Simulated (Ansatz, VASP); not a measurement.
One calculation of FeNi3, two programs

```xyz
4
Lattice="3.2582 0.0000 0.0000 0.0000 3.2582 0.0000 0.0000 0.0000 3.2582" Properties=species:S:1:pos:R:3 pbc="T T T"
Fe    0.0000    0.0000    0.0000
Ni    0.0000    1.6291    1.6291
Ni    1.6291    1.6291    0.0000
Ni    1.6291    0.0000    1.6291
```

Alike in both runs: functional PBE; k mesh 14 × 14 × 14; occupations gaussian, width 0.1 eV; collinear spin.

Ansatz relaxed the structure, and its values are those at the end. VASP's run is a single point on that final structure, the one shown.

|  | VASP | Ansatz |
| --- | --- | --- |
| version | VASP 6.6.1 | Ansatz 0.2.0 |
| potentials or method | VASP PAW PBE potentials, release 64 (Fe, Ni) | scalar-relativistic, plane waves, PAW |
| plane-wave cutoff (eV) | 520 | 420 |
| valence electrons in the cell | 38 | 70 |

```csv
,VASP,Ansatz,Ansatz less VASP
gap on the k mesh at the Fermi level (eV),none,none,-
net moment per atom (μB),1.10,1.10,+0.004
size of the moment on the site where the two differ most (μB),0.58,0.65,+0.067
```

Site moments also hang on the region over which each program counts them. A gap of «none» marks a metal or a gap that the smearing closes. The two sets of potentials don't hold the same shells in valence.
